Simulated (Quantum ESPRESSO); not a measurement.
## ZrC: equation of state with r2SCAN

The system is ZrC.

```
Zr C
1.0
     0.00000    2.36500    2.36500
     2.36500    0.00000    2.36500
     2.36500    2.36500    0.00000
Zr C
1 1
Direct
  0.50000 0.50000 0.50000
  0.00000 0.00000 0.00000
```

```yaml
Program: Quantum ESPRESSO 7.5
Task: equation of state
Functional: r2SCAN
Potentials_or_basis: SG15 PBE 1.2
Cutoff: 1197 eV
Density_cutoff: 4789 eV
k_mesh: 8 × 8 × 8
Occupations: fermi-dirac, width 0.05 eV
Spin: no spin polarisation
Symmetry: off
Mixing_beta: 0.5
Most_SCF_iterations: 120
SCF_threshold: 1e-08 Ry
```

```
Equilibrium volume                      : 13.07 Å³/atom
Bulk modulus                            : 229 GPa
Pressure derivative of the bulk modulus : 4.0
```

Energy against volume, from the lowest point:
```csv
volume (Å³/atom),energy (meV/atom)
12.434,23.10
12.699,7.13
12.963,0.00
13.228,0.85
13.493,8.91
13.757,23.49
14.022,43.97
```

All runs of the series together: 16 min on 4 threads of Arm Neoverse V1, on a shared host.

Caveat: the potentials were made for another functional, which shifts forces and pressure.
